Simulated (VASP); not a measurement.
A run of VASP 6.6.1 is set up as follows.

POSCAR

```
MgO
1.0
    2.7516308250      0.0000000000      0.0000000000
    0.0000000000      2.6233490561      0.0000000000
    0.0000000000      0.0000000000      2.6233490561
Mg O
1 1
Direct
    0.0000000000      0.0000000000      0.0000000000
    0.5000000000      0.5000000000      0.5000000000
```

Contents of INCAR.step1:

```
SYSTEM = MgO
PREC = Accurate
ENCUT = 520
EDIFF = 1E-5
ISMEAR = 0
SIGMA = 0.01
LREAL = .False.
LASPH = .True.
NELM = 80
ALGO = Normal
ISIF = 2
LWAVE = .True.
LCHARG = .False.
NBANDS = 11
GGA = PE
```

The input INCAR.step2:

```
SYSTEM = MgO
PREC = Accurate
ENCUT = 520
EDIFF = 1E-6
ISMEAR = 0
SIGMA = 0.01
LREAL = .False.
LASPH = .True.
NELM = 80
ALGO = Normal
ISIF = 2
LWAVE = .False.
LCHARG = .False.
GGA = PE
LHFCALC = .True.
HFSCREEN = 0.2079
PRECFOCK = Normal
NBANDS = 11
ISTART = 1
```

Contents of KPOINTS:

```
Automatic mesh
0
Gamma
  6 6 6
  0 0 0
```

Potentials or basis: VASP PAW PBE potentials, release 64 (Mg, O).

Run with:

```sh
$ cat potpaw_PBE.64/Mg/POTCAR potpaw_PBE.64/O/POTCAR > POTCAR
$ cp INCAR.step1 INCAR
$ mpirun -np 1 vasp_std > vasp.out
$ cp INCAR.step2 INCAR
$ mpirun -np 1 vasp_std > vasp.out
```

(1) What does it give for the pressure?

(2) Estimate the band gap on the k mesh.

## Answers

(1) -7.7 GPa.

(2) 3.41 eV, indirect (least direct gap 4.37 eV).

Caveat: the PAW data sets were made with another functional, which shifts forces and pressure a little.
